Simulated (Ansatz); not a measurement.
**Relaxing Te**

Method: DFT PBE+D3(BJ), scalar-relativistic, plane waves, PAW (Ansatz 0.2.0). Run with 420 eV cutoff, 15×15×15 k-mesh, Gaussian smearing of 0.10 eV, no spin polarisation.

What was changed in O: O → Te on all its sites, cell and atoms relaxed.

Input:

```yaml
crystal:
  lattice:
    - [1.7121857023, 0.9885308761, 5.7825134688]
    - [-1.7121857023, 0.9885308761, 5.7825134688]
    - [0.0, -1.9770617523, 5.7825134688]
  atoms:
    - { symbol: Te, position: [0.0793424314, 0.0793424314, 0.0793424314] }
    - { symbol: Te, position: [0.9206575686, 0.9206575686, 0.9206575686] }
basis:
  ecutwfc: 420
kpoints:
  mp_grid: { grid: [15, 15, 15] }
hamiltonian:
  xc: pbe
  dispersion: d3bj
scf:
  occupations: { method: gaussian, width: 0.1 }
output:
  forces: true
  stress: true
  eigenvalues: true
relax:
  adjacent_minimum: "off"
  f_tol: 0.01
  max_steps: 60
  cell: { stress_tol: 0.1 }
```

F is the free energy. Steps run on the plane waves of an earlier cell, but the last one, and at times one on the way, on a freshly chosen basis, so a repeated geometry can differ a little in energy.

Steps:

```
step F − F(1) (eV) largest force component (eV/Å) V (Å³/atom) P (GPa)
   1         0.0000                           0.122       29.362     0.28
   2        -0.0118                           0.049       28.745     0.67
   3        -0.0132                           0.107       29.661    -0.70
   4        -0.0156                           0.020       29.443    -0.06
   5        -0.0161                           0.016       29.487     0.03
   6        -0.0162                           0.002       29.617     0.00
   7        -0.0162                           0.002       29.617     0.00
```

Relaxed structure:

```cif
data_structure
_symmetry_space_group_name_H-M 'P 1'
_symmetry_Int_Tables_number 1
_cell_length_a 5.9206
_cell_length_b 5.9206
_cell_length_c 5.9206
_cell_angle_alpha 34.448
_cell_angle_beta 34.448
_cell_angle_gamma 34.448
_cell_volume 59.23
loop_
_atom_site_label
_atom_site_type_symbol
_atom_site_fract_x
_atom_site_fract_y
_atom_site_fract_z
_atom_site_occupancy
Te1 Te 0.08189 0.08189 0.08189 1
Te2 Te 0.91811 0.91811 0.91811 1
```

Symmetry: R-3m, No. 166, trigonal system. The conventional cell has a = 3.506 Å, b = 3.506 Å, c = 16.691 Å, α = 90.00°, β = 90.00°, γ = 120.00°. Te (site symmetry 3m) is surrounded by 1 Te at 2.73 Å.

The run converged. The run took of the order of 4 core-minutes.